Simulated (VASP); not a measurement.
# Pd (I4/mmm) in VASP: notebook

The runs below take Pd through single point, with LDA.

Everything below comes from runs of VASP 6.6.1. Logs are shortened: lines on timing, memory, paths and dates and some standing lists are left out, and cuts for length are marked.

## 1. The cell of the first run

It takes space group I4/mmm (No. 139, tetragonal). The conventional cell has a = 2.751 Å, b = 2.751 Å, c = 3.656 Å, α = 90.00°, β = 90.00°, γ = 90.00°. Around Pd (site symmetry 4/mmm) lie 12 Pd at 2.67 to 2.75 Å.

This isn't the form of Pd at room conditions, which is fcc.

## 2. Single point, LDA (strain -0.0600 x Voigt [0, 0, 1, 0, 0, 0], atoms carried along)

INCAR reads:

```
  PREC = Accurate
  ENCUT = 520
  EDIFF = 1E-7
  ISMEAR = 0
  SIGMA = 0.15
  LREAL = F
  LASPH = T
  NELM = 100
  ALGO = Normal
  ISIF = 2
  LWAVE = F
  LCHARG = T
  LELF = T
  LVHAR = T
  NBANDS = 11
```

KPOINTS reads:

```
Automatic mesh
0
Gamma
  20 20 20
```

POSCAR reads:

```
Pd
1.0
    0.0000000000      1.9449000000      1.8282060000
    1.9449000000      0.0000000000      1.8282060000
    1.9449000000      1.9449000000      0.0000000000
Pd
1
Direct
    0.0000000000      0.0000000000      0.0000000000
```

Potentials or basis: VASP PAW LDA potentials, release 64 (Pd).

Run with:

```
$ cat potpaw_LDA.64/Pd/POTCAR > POTCAR
$ mpirun -np 1 vasp_std > vasp.out
```

OUTCAR:

```text
PREC = Accurate
   ENCUT = 520
   EDIFF = 1E-7
   ISMEAR = 0
   LREAL = F
   LASPH = T
   NELM = 100
   ISIF = 2

 ion  position               nearest neighbor table
   1  0.000  0.000  0.000-

  LATTYP: Found a body centered tetragonal cell.
 ALAT       =     2.7505039575
 C/A-ratio  =     1.3293607486

  Lattice vectors:

 A1 = (   0.0000000000,  -1.9449000000,  -1.8282060000)
 A2 = (   0.0000000000,   1.9449000000,  -1.8282060000)
 A3 = (   1.9449000000,   0.0000000000,   1.8282060000)

Analysis of symmetry for initial positions (statically):
=====================================================================
 Subroutine PRICEL returns:
 Original cell was already a primitive cell.

 Routine SETGRP: Setting up the symmetry group for a
 body centered tetragonal supercell.

 Subroutine GETGRP returns: Found 16 space group operations
 (whereof 16 operations were pure point group operations)
 out of a pool of 16 trial point group operations.

The static configuration has the point symmetry D_4h.

Analysis of symmetry for dynamics (positions and initial velocities):
=====================================================================
 Subroutine PRICEL returns:
 Original cell was already a primitive cell.

 Routine SETGRP: Setting up the symmetry group for a
 body centered tetragonal supercell.

 Subroutine GETGRP returns: Found 16 space group operations
 (whereof 16 operations were pure point group operations)
 out of a pool of 16 trial point group operations.

The dynamic configuration has the point symmetry D_4h.

 Subroutine INISYM returns: Found 16 space group operations
 (whereof 16 operations are pure point group operations),
 and found     1 'primitive' translations

----------------------------------------------------------------------------------------

                                     Primitive cell

  volume of cell :      13.8309

  direct lattice vectors                    reciprocal lattice vectors
     0.000000000  1.944900000  1.828206000    -0.257082626  0.257082626  0.273492156
     1.944900000  0.000000000  1.828206000     0.257082626 -0.257082626  0.273492156
     1.944900000  1.944900000  0.000000000     0.257082626  0.257082626 -0.273492156

  length of vectors
     2.669264541  2.669264541  2.750503957     0.454951550  0.454951550  0.454951550

  position of ions in fractional coordinates (direct lattice)
[... 77 lines left out ...]
   EDIFF  = 0.1E-06   stopping-criterion for ELM
   LREAL  =      F    real-space projection
   EDIFFG = 0.1E-05   stopping-criterion for IOM
   NSW    =      0    number of steps for IOM
   IBRION =     -1    ionic relax: 0-MD 1-quasi-New 2-CG
   NFREE  =      0    steps in history (QN), initial steepest desc. (CG)
   ISIF   =      2    stress and relaxation
   ISYM   =      2    0-nonsym 1-usesym 2-fastsym
   POTIM  = 0.5000    time-step for ionic-motion
   TEBEG  =    0.0;   TEEND  =   0.0 temperature during run
   PSTRESS=    0.0 pullay stress
   NELECT =      10.0000    total number of electrons
   NUPDOWN=      -1.0000    fix difference up-down
   EMIN   =  10.00;   EMAX   =-10.00  energy-range for DOS
   EFERMI =   0.00;   METHOD = LEGACY
   ISMEAR =     0;   SIGMA  =   0.15  broadening in eV -4-tet -1-fermi 0-gaus
   EFERMI_NEDOS =   21; number of points for ismear=-14 and -15
   IALGO  =     38    algorithm
   IMIX   =      4    mixing-type and parameters
     AMIX     =   0.40;   BMIX     =  1.00
     AMIX_MAG =   1.60;   BMIX_MAG =  1.00
  volume/ion in A,a.u.               =      13.83        93.34
  Fermi-wavevector in a.u.,A,eV,Ry     =   1.469349  2.776667 29.374791  2.158986
  Thomas-Fermi vector in A             =   2.584737
   LORBIT       =      0    0 simple, 1 ext, 2 COOP (PROOUT), +10 PAW based schemes
   GGA     = CA    functional components
   LHFCALC =     F    Hartree Fock is set to
   AEXX    =    0.0000 exact exchange contribution
   IVDW    =     0    specifies the selected vdW correction
   LEPSILON=     F    determine dielectric tensor
   LRPA    =     F    only Hartree local field effects (RPA)
 non-spin polarized calculation
 Gauss-broadening in eV      SIGMA  =   0.15
  energy-cutoff  :      520.00
  volume of cell :       13.83
 maximum number of plane-waves:       386
   NGX =  9   NGY =  9   NGZ = 11

 number of electron      10.0000003 magnetization

 Free energy of the ion-electron system (eV)
  ---------------------------------------------------
  ext. energy  EPLUGINS =         0.00000000
  ---------------------------------------------------
  free energy    TOTEN  =        -6.49394826 eV

  energy without entropy =       -6.47007338  energy(sigma->0) =       -6.48201082

 E-fermi :  10.7300     XC(G=0): -13.9139

 val. band max:       10.7298606661   @ k =  -0.2000   0.3500   0.2500
 cond. band min:      10.7301904555   @ k =  -0.4500   0.2000   0.0000
 fundamental gap:      0.0003297895
 Fermi energy:        10.7300338591

 k-point     1 :       0.0000    0.0000    0.0000
  band No.  band energies     occupation
      1       2.9885      2.00000
      2       7.3674      2.00000
      3       7.3674      2.00000
      4       7.9807      2.00000
      5       9.0310      2.00000
      6       9.6818      2.00000
      7      27.9384      0.00000
      8      32.4139      0.00000
      9      32.4139      0.00000
     10      34.1264      0.00000
     11      36.2613      0.00000
[... 309 lines left out ...]
 k-point    24 :      -0.3500    0.0500    0.0000
  band No.  band energies     occupation
      1       5.0412      2.00000
      2       7.4108      2.00000
      3       7.9131      2.00000
      4       9.0557      2.00000
      5      10.1291      2.00000
      6      10.7113      1.13992
      7      21.6562      0.00000
      8      28.0228      0.00000
      9      32.9350      0.00000
     10      33.5929      0.00000
     11      36.2686      0.00000

 [... further k-points ...]
[... 5 lines left out ...]
  --------------------------------------------------------------------------------------
  -------------------------------------------------------------------------------------
  Total        0.4272111      0.4272111      0.7115939      0.0000000     -0.0000000      0.0000000
  in kB       49.4884001     49.4884001     82.4314892      0.0000000     -0.0000000      0.0000000
  external PRESSURE =      60.4694298 kB  Pullay stress =       0.0000000 kB

 VOLUME and BASIS-vectors are now :
 -----------------------------------------------------------------------------
  energy-cutoff  :      520.00
  volume of cell :       13.83
      direct lattice vectors                 reciprocal lattice vectors
     0.000000000  1.944900000  1.828206000    -0.257082626  0.257082626  0.273492156
     1.944900000  0.000000000  1.828206000     0.257082626 -0.257082626  0.273492156
     1.944900000  1.944900000  0.000000000     0.257082626  0.257082626 -0.273492156

 POSITION                                       TOTAL-FORCE (eV/Angst)
 -----------------------------------------------------------------------------------
      0.00000      0.00000      0.00000         0.000000      0.000000      0.000000
 -----------------------------------------------------------------------------------
    total drift:                                0.000000     -0.000000     -0.000000

  FREE ENERGIE OF THE ION-ELECTRON SYSTEM (eV)
  ---------------------------------------------------
  free  energy   TOTEN  =        -6.4939482585 eV

  energy  without entropy=       -6.4700733849  energy(sigma->0) =       -6.48201082
```

OSZICAR:

```text
N       E                     dE             d eps       ncg     rms          rms(c)
DAV:   1     0.415116667252E+02    0.41512E+02   -0.51686E+03 14206   0.858E+02
DAV:   2    -0.630894913664E+01   -0.47821E+02   -0.46326E+02 15727   0.185E+02
DAV:   3    -0.684754113975E+01   -0.53859E+00   -0.53683E+00 16955   0.212E+01
DAV:   4    -0.684954592140E+01   -0.20048E-02   -0.20045E-02 17440   0.134E+00
DAV:   5    -0.684956381281E+01   -0.17891E-04   -0.17892E-04 18363   0.118E-01    0.977E+00
DAV:   6    -0.651740570087E+01    0.33216E+00   -0.12554E+00 17645   0.920E+00    0.467E+00
DAV:   7    -0.649993023041E+01    0.17475E-01   -0.40616E-02 18709   0.131E+00    0.228E+00
DAV:   8    -0.649399416446E+01    0.59361E-02   -0.28192E-03 17647   0.554E-01    0.111E-01
DAV:   9    -0.649394482070E+01    0.49344E-04   -0.30509E-04 18182   0.150E-01    0.205E-02
DAV:  10    -0.649394807137E+01   -0.32507E-05   -0.63282E-06 17745   0.246E-02    0.972E-03
DAV:  11    -0.649394827290E+01   -0.20153E-06   -0.12933E-07 17917   0.341E-03    0.417E-03
DAV:  12    -0.649394825851E+01    0.14399E-07   -0.12240E-08 12019   0.107E-03
   1 F= -.64939483E+01 E0= -.64820108E+01  d E =-.238749E-01
```

stdout:

```text
POSCAR found type information on POSCAR Pd
 POSCAR found :  1 types and       1 ions
 scaLAPACK will be used
 LDA part: xc-table for (Slater(with rela. corr.)+CA(PZ))
 , standard interpolation
 POSCAR, INCAR and KPOINTS ok, starting setup
 FFT: planning ... GRIDC
 FFT: planning ... GRID_SOFT
 FFT: planning ... GRID
 WAVECAR not read
 entering main loop
```

It took 44 s on 1 thread of Intel Xeon Platinum 8488C (Sapphire Rapids), shared host; peak memory 0.2 GiB.

What came out:

* Free energy: -6.4939 eV
* Pressure: 6.0 GPa
* Band gap on the k mesh: none (metal or under the smearing width)

## 3. Single point, LDA (strain +0.0600 x Voigt [0, 0, 1, 0, 0, 0], atoms carried along)

INCAR reads:

```
ALGO = Fast
EDIFF = 1E-6
ENCUT = 520
GGA = CA
ISIF = 2
ISMEAR = 0
LASPH = True
LCHARG = True
LELF = True
LREAL = False
LVHAR = True
LWAVE = False
NBANDS = 11
NELM = 100
PREC = Accurate
SIGMA = 0.15
```

KPOINTS reads:

```
k-points
0
Gamma
  20 20 20
```

POSCAR reads:

```
Pd
1.0
    0.0000000000      1.9449000000      2.0615940000
    1.9449000000      0.0000000000      2.0615940000
    1.9449000000      1.9449000000      0.0000000000
Pd
1
Direct
    0.0000000000      0.0000000000      0.0000000000
```

Potentials or basis: VASP PAW LDA potentials, release 64 (Pd).

Run with:

```
$ cat potpaw_LDA.64/Pd/POTCAR > POTCAR
$ mpirun -np 1 vasp_std > vasp.out
```

It took 48 s on 1 thread of Intel Xeon Platinum 8488C (Sapphire Rapids), shared host; peak memory 0.21 GiB.

Results (log left out):

```
Free energy            : -6.4194 eV
Pressure               : -16.5 GPa
Band gap on the k mesh : none (metal or under the smearing width)
```

Stress tensor (GPa, compression positive):
```
-15.46   0.00   0.00
  0.00 -15.46   0.00
  0.00   0.00 -18.51
```

Levels at points of the mesh, in eV from the Fermi level:
```tsv
k point	band 2	band 3	band 4	band 5	band 6	band 7	band 8	band 9
(0.00, 0.00, 0.00)	-2.97	-2.43	-2.43	-1.41	-0.86	17.16	20.73	21.90
(0.50, 0.00, 0.00)	-2.89	-2.41	-0.12	0.08	1.08	6.84	16.31	19.94
(0.50, 0.50, 0.00)	-4.73	-0.01	0.25	0.25	2.58	9.16	13.49	13.49
(0.50, 0.00, 0.50)	-4.68	-0.06	0.08	0.45	3.64	10.66	12.33	12.56
```

Caveat: so large a pressure means that the cell lies far from this level's equilibrium, or that cutoff or potentials fall short.
